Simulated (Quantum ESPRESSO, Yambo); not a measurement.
# Quasiparticle gap of ZrSe2 (1T monolayer) in Yambo, part 2 of 3

How does a plane-wave GW calculation on ZrSe2 (1T monolayer) run from the first input to the gap?

Quantum ESPRESSO 7.5 and Yambo 5.3.0; PBE and many-body steps on it, plane waves. Known limits of the many-body steps: not at the basis limit; no spin-orbit coupling.

So far. Step 3 (Ground state): The gap is indirect, with the least direct gap 0.58 eV higher.

### Step 4. Bands along the symmetry lines

Level of this step: DFT, PBE, plane waves, norm-conserving pseudopotentials (Quantum ESPRESSO).

Levels along a band path, at the cheap level, show where the edges lie and whether the meshes to come will hold them.

The input, pw.in:

```
&control
  calculation = 'bands'
  prefix = 'x'
  outdir = 'o'
  pseudo_dir = 'pseudo'
/
&system
  ibrav = 0
  nat = 3
  ntyp = 2
  ecutwfc = 104.0
  nbnd = 36
  force_symmorphic = .true.
/
&electrons
  conv_thr = 1e-9
  electron_maxstep = 80
  diago_full_acc = .true.
  diago_thr_init = 5e-6
/
ATOMIC_SPECIES
  Zr 91.224 Zr.upf
  Se 78.971 Se.upf
CELL_PARAMETERS angstrom
  3.8082320812 -0.0000000003 0.0000000000
  -1.9041160403 3.2980257260 0.0000000000
  0.0000000000 0.0000000000 16.0000000000
ATOMIC_POSITIONS crystal
  Zr 0.0000000000 0.0000000000 0.5000000000
  Se 0.3333333333 0.6666666667 0.5985386353
  Se 0.6666666667 0.3333333333 0.4014613647
K_POINTS crystal
  25
  0.00000000 0.00000000 0.00000000 1
  0.06250000 0.00000000 0.00000000 1
  0.12500000 0.00000000 0.00000000 1
  0.18750000 0.00000000 0.00000000 1
  0.25000000 0.00000000 0.00000000 1
  0.31250000 0.00000000 0.00000000 1
  0.37500000 0.00000000 0.00000000 1
  0.43750000 0.00000000 0.00000000 1
  0.50000000 0.00000000 0.00000000 1
  0.47916667 0.04166667 0.00000000 1
  0.45833333 0.08333333 0.00000000 1
  0.43750000 0.12500000 0.00000000 1
  0.41666666 0.16666666 0.00000000 1
  0.39583333 0.20833333 0.00000000 1
  0.37500000 0.25000000 0.00000000 1
  0.35416666 0.29166666 0.00000000 1
  0.33333333 0.33333333 0.00000000 1
  0.29166666 0.29166666 0.00000000 1
  0.25000000 0.25000000 0.00000000 1
  0.20833333 0.20833333 0.00000000 1
  0.16666666 0.16666666 0.00000000 1
  0.12500000 0.12500000 0.00000000 1
  0.08333333 0.08333333 0.00000000 1
  0.04166667 0.04166667 0.00000000 1
  0.00000000 0.00000000 0.00000000 1
```

Launch:

```
> OMP_NUM_THREADS=1 mpirun -n 8 pw.x -nk 8 -in pw.in > pw.out
```

What it wrote:

```text
[banner, memory and clock lines left out]
Program PWSCF v.7.5 starts

     Atomic positions and unit cell read from directory:
     o/x.save/

     Message from routine setup:
     using ibrav=0 with symmetry is DISCOURAGED, use correct ibrav instead

     G-vector sticks info

     bravais-lattice index     =            0
     lattice parameter (alat)  =       7.1965  a.u.
     unit-cell volume          =    1356.1072 (a.u.)^3
     number of atoms/cell      =            3
     number of atomic types    =            2
     number of electrons       =        60.00
     number of Kohn-Sham states=           36
     kinetic-energy cutoff     =     104.0000  Ry
     charge density cutoff     =     416.0000  Ry
     Exchange-correlation= PBE
                           (   1   4   3   4   0   0   0)

     celldm(1)=   7.196516  celldm(2)=   0.000000  celldm(3)=   0.000000
     celldm(4)=   0.000000  celldm(5)=   0.000000  celldm(6)=   0.000000

     crystal axes: (cart. coord. in units of alat)
               a(1) = (   1.000000  -0.000000   0.000000 )
               a(2) = (  -0.500000   0.866025   0.000000 )
               a(3) = (   0.000000   0.000000   4.201425 )

     reciprocal axes: (cart. coord. in units 2 pi/alat)
               b(1) = (  1.000000  0.577350 -0.000000 )
               b(2) = (  0.000000  1.154701 -0.000000 )
               b(3) = ( -0.000000 -0.000000  0.238015 )
     Pseudo is Norm-conserving + core correction, Zval = 12.0
     Generated using ONCVPSP code by D. R. Hamann
     Using radial grid of 1622 points,  6 beta functions with:
     Pseudo is Norm-conserving + core correction, Zval = 24.0
     Generated using ONCVPSP code by D. R. Hamann
     Using radial grid of 1214 points,  6 beta functions with:
     Zr               12.00    91.22400     Zr( 1.00)
     Se               24.00    78.97100     Se( 1.00)

     12 Sym. Ops., with inversion, found

   Cartesian axes

     site n.     atom                  positions (alat units)
         1        Zr     tau(   1) = (   0.0000000   0.0000000   2.1007123  )
         2        Se     tau(   2) = (   0.0000000   0.5773503   2.5147150  )
         3        Se     tau(   3) = (   0.5000000   0.2886751   1.6867097  )

     number of k points=    25
                       cart. coord. in units 2pi/alat
        k(    1) = (   0.0000000   0.0000000   0.0000000), wk =   0.0800000
        k(    2) = (   0.0625000   0.0360844   0.0000000), wk =   0.0800000
        k(    3) = (   0.1250000   0.0721688   0.0000000), wk =   0.0800000
[...]
[... 13 further rows ...]
        k(   24) = (   0.0416667   0.0721688   0.0000000), wk =   0.0800000
        k(   25) = (   0.0000000   0.0000000   0.0000000), wk =   0.0800000

     Dense  grid:   194387 G-vectors     FFT dimensions: (  48,  48, 200)

     The potential is recalculated from file :
     o/x.save/charge-density

     Starting wfcs are   36 randomized atomic wfcs

     Band Structure Calculation

     End of band structure calculation

          k = 0.0000 0.0000 0.0000 ( 24297 PWs)   bands (ev):

  -206.9615-206.9615-146.4448-146.4448-146.4448-146.4447-146.4402-146.4402
   -49.3027 -46.6269 -46.6269 -46.6267 -46.6267 -46.6192 -46.6192 -46.6189
   -46.6189 -46.6155 -46.6154 -27.3339 -27.2309 -27.2309 -12.7085 -11.8333
    -3.8019  -2.3171  -2.3171  -0.9055   0.1713   0.1713   1.3003   1.3003
     1.9068   4.5064   4.6715   4.6715

          k = 0.0625 0.0361 0.0000 ( 24307 PWs)   bands (ev):

  -206.9615-206.9615-146.4448-146.4448-146.4448-146.4447-146.4402-146.4402
[...]
1.9981   4.3687   4.6342   4.6395

          k = 0.1250 0.0722 0.0000 ( 24316 PWs)   bands (ev):

  -206.9615-206.9615-146.4448-146.4448-146.4448-146.4448-146.4402-146.4402
[...]
2.2193   3.9514   4.5730   4.9319

[...]
k = 0.0417 0.0722 0.0000 ( 24317 PWs)   bands (ev):

  -206.9615-206.9615-146.4448-146.4448-146.4448-146.4447-146.4402-146.4402
[...]
2.0300   4.3121   4.5846   4.7026

          k = 0.0000 0.0000 0.0000 ( 24297 PWs)   bands (ev):

  -206.9615-206.9615-146.4448-146.4448-146.4448-146.4447-146.4402-146.4402
[...]
-46.6189 -46.6155 -46.6154 -27.3339 -27.2309 -27.2309 -12.7085 -11.8333
    -3.8019  -2.3171  -2.3171  -0.9055   0.1713   0.1713   1.3003   1.3003
     1.9068   4.5064   4.6715   4.6715

     XML data file, pseudopotentials, collected wavefunctions
```

The job ended after 85 s (8 MPI ranks of Arm Neoverse V1, shared host; peak memory 1.5 GiB; 4.3 min of CPU time).

This step gave:

```yaml
gap: 0.5296 eV
k_of_the_valence_top: 0, 0, 0
k_of_the_conduction_bottom: 0.5, 0, 0
least_direct_gap: 1.129 eV
```

The gap is 0.530 eV, −0.021 eV from the run before at this level.

The electronic bands at the labelled points (eV, zero at the top of the highest filled band):

```csv
point,band 27,band 28,band 29,band 30,band 31,band 32,band 33,band 34
Γ,-2.49,-1.08,0.00,0.00,1.13,1.13,1.74,4.34
halfway,-2.45,-2.31,-0.94,-0.74,0.89,2.21,2.48,3.67
M,-2.47,-2.41,-1.45,-1.05,0.53,2.57,2.91,4.75
halfway,-2.42,-2.32,-2.02,-1.53,1.27,2.56,2.66,4.16
K,-3.37,-2.06,-2.06,-1.92,1.84,2.44,2.44,4.39
halfway,-2.75,-2.07,-1.68,-0.77,1.43,1.82,2.75,3.75
Γ,-2.49,-1.08,0.00,0.00,1.13,1.13,1.74,4.34
```

### Step 5. Empty states on the mesh, 6×6×1 mesh, 87 bands

The sums over transitions need many empty states on a uniform mesh; this step solves for them.

The input, pw.in:

```
&control
  calculation = 'nscf'
  prefix = 'x'
  outdir = 'o'
  pseudo_dir = 'pseudo'
/
&system
  ibrav = 0
  nat = 3
  ntyp = 2
  ecutwfc = 104.0
  nbnd = 87
  force_symmorphic = .true.
/
&electrons
  conv_thr = 1e-9
  electron_maxstep = 80
  diago_full_acc = .true.
  diago_thr_init = 5e-6
/
ATOMIC_SPECIES
  Zr 91.224 Zr.upf
  Se 78.971 Se.upf
CELL_PARAMETERS angstrom
  3.8082320812 -0.0000000003 0.0000000000
  -1.9041160403 3.2980257260 0.0000000000
  0.0000000000 0.0000000000 16.0000000000
ATOMIC_POSITIONS crystal
  Zr 0.0000000000 0.0000000000 0.5000000000
  Se 0.3333333333 0.6666666667 0.5985386353
  Se 0.6666666667 0.3333333333 0.4014613647
K_POINTS automatic
  6 6 1 0 0 0
```

Launch:

```
> OMP_NUM_THREADS=1 mpirun -n 8 pw.x -nk 4 -in pw.in > pw.out
```

What it wrote:

```text
[banner, memory and clock lines left out]
Program PWSCF v.7.5 starts

     Atomic positions and unit cell read from directory:
     o/x.save/

     Message from routine setup:
     using ibrav=0 with symmetry is DISCOURAGED, use correct ibrav instead

     bravais-lattice index     =            0
     lattice parameter (alat)  =       7.1965  a.u.
     unit-cell volume          =    1356.1072 (a.u.)^3
     number of atoms/cell      =            3
     number of atomic types    =            2
     number of electrons       =        60.00
     number of Kohn-Sham states=           87
     kinetic-energy cutoff     =     104.0000  Ry
     charge density cutoff     =     416.0000  Ry
     Exchange-correlation= PBE
                           (   1   4   3   4   0   0   0)

     celldm(1)=   7.196516  celldm(2)=   0.000000  celldm(3)=   0.000000
     celldm(4)=   0.000000  celldm(5)=   0.000000  celldm(6)=   0.000000

     crystal axes: (cart. coord. in units of alat)
               a(1) = (   1.000000  -0.000000   0.000000 )
               a(2) = (  -0.500000   0.866025   0.000000 )
               a(3) = (   0.000000   0.000000   4.201425 )

     reciprocal axes: (cart. coord. in units 2 pi/alat)
               b(1) = (  1.000000  0.577350 -0.000000 )
               b(2) = (  0.000000  1.154701 -0.000000 )
               b(3) = ( -0.000000 -0.000000  0.238015 )
     Pseudo is Norm-conserving + core correction, Zval = 12.0
     Generated using ONCVPSP code by D. R. Hamann
     Using radial grid of 1622 points,  6 beta functions with:
     Pseudo is Norm-conserving + core correction, Zval = 24.0
     Generated using ONCVPSP code by D. R. Hamann
     Using radial grid of 1214 points,  6 beta functions with:
     Zr               12.00    91.22400     Zr( 1.00)
     Se               24.00    78.97100     Se( 1.00)

     12 Sym. Ops., with inversion, found

   Cartesian axes

     site n.     atom                  positions (alat units)
         1        Zr     tau(   1) = (   0.0000000   0.0000000   2.1007123  )
         2        Se     tau(   2) = (   0.0000000   0.5773503   2.5147150  )
         3        Se     tau(   3) = (   0.5000000   0.2886751   1.6867097  )

     number of k points=     7
                       cart. coord. in units 2pi/alat
        k(    1) = (   0.0000000   0.0000000   0.0000000), wk =   0.0555556
        k(    2) = (   0.0000000   0.1924501   0.0000000), wk =   0.3333333
        k(    3) = (   0.0000000   0.3849002   0.0000000), wk =   0.3333333
        k(    4) = (  -0.0000000  -0.5773503   0.0000000), wk =   0.1666667
        k(    5) = (   0.1666667   0.2886751   0.0000000), wk =   0.3333333
        k(    6) = (   0.1666667   0.4811252   0.0000000), wk =   0.6666667
        k(    7) = (   0.3333333   0.5773503   0.0000000), wk =   0.1111111

     Dense  grid:   194387 G-vectors     FFT dimensions: (  48,  48, 200)

     The potential is recalculated from file :
     o/x.save/charge-density

     Starting wfcs are   36 randomized atomic wfcs +   51 random wfcs

     Band Structure Calculation

     End of band structure calculation

          k = 0.0000 0.0000 0.0000 ( 24297 PWs)   bands (ev):

  -206.9615-206.9615-146.4448-146.4448-146.4448-146.4448-146.4402-146.4402
   -49.3027 -46.6269 -46.6269 -46.6267 -46.6267 -46.6192 -46.6192 -46.6189
   -46.6189 -46.6155 -46.6154 -27.3339 -27.2309 -27.2309 -12.7085 -11.8333
    -3.8019  -2.3171  -2.3171  -0.9055   0.1713   0.1713   1.3003   1.3003
[...]
21.6011  22.3699  22.8498  22.8498  23.3718  23.6448  23.6454

          k = 0.0000 0.1925 0.0000 ( 24348 PWs)   bands (ev):

  -206.9615-206.9615-146.4448-146.4448-146.4448-146.4448-146.4402-146.4402
[...]
23.0537  23.1335  23.3552  23.5874  23.9033  24.0303  24.4479

          k = 0.0000 0.3849 0.0000 ( 24272 PWs)   bands (ev):

  -206.9615-206.9615-146.4448-146.4448-146.4448-146.4448-146.4402-146.4402
[...]
17.7819  19.1419  19.5187  19.6431  20.1185  20.1934  20.3461  20.5965
    20.9462  20.9593  21.4858  21.6412  22.2243  22.4484  22.7003  22.8645
    23.8013  24.2498  24.3437  24.8319  24.8708  25.0077  25.0907

          k =-0.0000-0.5774 0.0000 ( 24312 PWs)   bands (ev):

     [... further k-points ...]

     highest occupied, lowest unoccupied level (ev):     0.1713    0.7009

     XML data file, pseudopotentials, collected wavefunctions
```

Run time: 56 s. Hardware: 8 MPI ranks; peak memory 1.3 GiB; 3.9 min of CPU time.

Numbers from this step:

```
gap                                                           : 0.5296 eV
k of the valence top                                          : 0, 0, 0
k of the conduction bottom                                    : 0, -0.5, 0
least direct gap                                              : 1.129 eV
k points computed                                             : 7
lowest point of the top converged band, above the valence top : 23.47 eV
```

On this mesh the gap is 0.530 eV.

### Step 6. Conversion and set-up

This step: Yambo 5.3.0; conversion and set-up on PBE, plane waves, norm-conserving pseudopotentials.

The states are converted to the many-body program's format and the q mesh is built.

Launch:

```
> (cd o/x.save; p2y > p2y.log; mv SAVE ../..); yambo > setup.log
```

What it wrote:

```text
 Yambo, version 5.3.0

 [02] CORE Variables Setup
 =========================

  [02.01] Unit cells
  ==================

  Cell kind             :  HCP
  Atoms in the cell     :  Zr  Se
  number of Zr atoms    :  1
  number of Se atoms    :  2

  List of atomic masses
  Mass of Zr    :  91.22400
  Mass of Se    :  78.97100

  List of atomic coordinates    : [cc]
  Zr1       :   0.00000   0.00000  15.11781  order 1
  Se1       :  0.18120E-10   4.1549       18.097      order 2
  Se2       :   3.59826   2.07746  12.13843  order 3

  Alat factors          :   7.19652   6.23237  30.23562 [a.u.]
  Direct lattice volume :   1356.11    [a.u.]
  Direct lattice vectors:  A[ 1 ]  A[ 2 ]  A[ 3 ]
   A[ 1 ]:   1.0000     -0.90964E-10   0.0000      [iru]
    7.1965     -0.56692E-09   0.0000      [cc]
   A[ 2 ]: -0.500000  1.000000  0.000000  [iru]
  -3.598258  6.232365  0.000000  [cc]
   A[ 3 ]:  0.000000  0.000000  1.000000  [iru]
    0.00000   0.00000  30.23562  [cc]

  Recip. lattice volume :  0.182913 [a.u.]
  Recip. lattice vectors:  B[ 1 ]  B[ 2 ]  B[ 3 ]
   B[ 1 ]:  1.000000  0.500000  0.000000  [iku]
   0.873087  0.504077 -0.000000  [cc]
   B[ 2 ]:  0.90964E-10   1.0000       0.0000      [iku]
   0.79419E-10   1.0082      -0.0000      [cc]
   B[ 3 ]:  0.000000  0.000000  1.000000  [iku]
  -0.000000 -0.000000  0.207807  [cc]

  [02.02] Symmetries
  ==================

  Inversion symmetry    : yes
  Spatial inversion     : yes
  Inversion index       :   7
  K-space Time-reversal : no
  Magnetic symmetries   : no
  Group table correct   : yes
  Symmetries units      :  [cc]

   [S  1]:   1.0000     -0.10685E-26   0.0000      0.26879E-16   1.0000       0.0000       0.0000       0.0000       1.0000
   [S  2]:   1.0000     -0.15755E-09   0.0000     -0.18193E-09  -1.0000       0.0000       0.0000       0.0000      -1.0000
   [S  3]: -0.500000  0.866025  0.000000 -0.866025 -0.500000  0.000000  0.000000  0.000000  1.000000
[...]
[S 11]:  0.500000  0.866025  0.000000  0.866025 -0.500000  0.000000  0.000000  0.000000  1.000000
   [S 12]:  0.500000 -0.866025  0.000000 -0.866025 -0.500000  0.000000  0.000000  0.000000  1.000000

  [02.03] Reciprocal space
  ========================

  nG shells         :   8517
  nG charge         :  194387
  nG WFs            :  28469
  nC WFs            :  24348
  G-vecs. in first 80 shells:  [ Number ]
     1    3    5    7    9   15   27   29   41
    53   55   67   79   81   93   95  101  113
   125  137  149  151  163  175  181  193  205
[...]
787   811   823   835   837   849   861   885
  ...
  Shell energy in first 80 shells:  [ mHa ]
[...]
4137.19      4157.23      4191.95      4232.02      4334.62      4573.69      4595.28      4615.32      4633.80
    4645.38      4660.05      4740.21      4768.01      4858.19      4919.16      4939.20      5113.49      5141.99
[...]
K/Q-points units:
  rlu = crystal or reduced units; cc = cartesian coordinates; iku = interal k-units

  K [1]          [rlu]:  0.000000  0.000000  0.000000
         WF components:  24297
  K [2]          [rlu]:  0.63182E-26  0.16667       0.0000
         WF components:  24348
  K [3]          [rlu]:  0.12636E-25  0.33333       0.0000
         WF components:  24272
  K [4]          [rlu]: -0.18954E-25 -0.50000       0.0000
         WF components:  24312
  K [5]          [rlu]:  0.166667  0.166667  0.000000
         WF components:  24300
  K [6]          [rlu]:  0.166667  0.333333  0.000000
         WF components:  24254
  K [7]          [rlu]:  0.333333  0.333333  0.000000
         WF components:  24216

  [02.05] Energies & Occupations
  ==============================

  [X] === General ===
  [X] Electronic Temperature                        :  0.000000  0.000000 [eV K]
  [X] Bosonic    Temperature                        :  0.000000  0.000000 [eV K]
  [X] Finite Temperature mode                       : no
  [X] El. density                                   :  0.29858E+24 [cm-3]
  [X] Fermi Level                                   :  0.171324 [eV]

  [X] === Gaps and Widths ===
  [X] Conduction Band Min                           :  0.529598 [eV]
  [X] Valence Band Max                              :  0.000000 [eV]
  [X] Filled Bands                                  :  30
  [X] Empty Bands                                   :   31   87
  [X] Direct Gap                                    :  1.128932 [eV]
  [X] Direct Gap localized at k                     :  1
  [X] Indirect Gap                                  :  0.529598 [eV]
  [X] Indirect Gap between kpts                     :   1   4
  [X] Last valence band width                       :  1.924906 [eV]
  [X] 1st conduction band width                     :  1.311309 [eV]

  E @ K [1]:  [eV]
  -207.1328 -207.1328 -146.6161 -146.6161 -146.6161 -146.6161 -146.6115 -146.6115
[...]
occ @ K [1]
[...]
E @ K [2]:  [eV]
[...]
occ @ K [2]
[...]
E @ K [3]:  [eV]
[...]
occ @ K [3]
[...]
E @ K [4]:  [eV]
[...]
occ @ K [4]
[...]
E @ K [5]:  [eV]
[...]
occ @ K [5]
[...]
E @ K [6]:  [eV]
[...]
occ @ K [6]
[...]
E @ K [7]:  [eV]
[...]
occ @ K [7]
[...]
0.000000  0.000000  0.000000  0.000000  0.000000  0.000000  0.000000  0.000000
   0.000000  0.000000  0.000000  0.000000  0.000000  0.000000  0.000000  0.000000

 [03] Transferred momenta grid and indexing
 ==========================================

 IBZ Q-points                                      :   7
 BZ  Q-points                                      :   36

 K/Q-points units:
 rlu = crystal or reduced units; cc = cartesian coordinates; iku = interal k-units

 Q [1]          [rlu]:  0.000000  0.000000  0.000000
 Q [2]          [rlu]:  0.51729E-17  0.16667       0.0000
 Q [3]          [rlu]:  0.10346E-16  0.33333       0.0000
 Q [4]          [rlu]: -0.15519E-16 -0.50000       0.0000
 Q [5]          [rlu]:  0.166667  0.166667  0.000000
 Q [6]          [rlu]:  0.166667  0.333333  0.000000
 Q [7]          [rlu]:  0.333333  0.333333  0.000000

  [03.01] X indexes
  =================

   [03.01.01] Sigma indexes
   ========================

 [06] Game Over & Game summary
```

Elapsed: 8 s, on 1 MPI rank; peak memory 0.27 GiB.

[end of part 2 of 3]

[Paths, hosts, dates, memory and timing lines, banners, echoed tables and standing remarks are left out of the program output.]

[Logs are printed without paths, hosts, clocks, repeated set-up lines and the standing remarks that a program may print on its own settings, such as how far it seeks lower states.]

[Runs of the session that timed out or met a known fault of the program may be left out.]

[Hosts, paths, dates, database ids (printed as entryN), source tags and the programs' standing remarks are cut or masked in the printed files.]
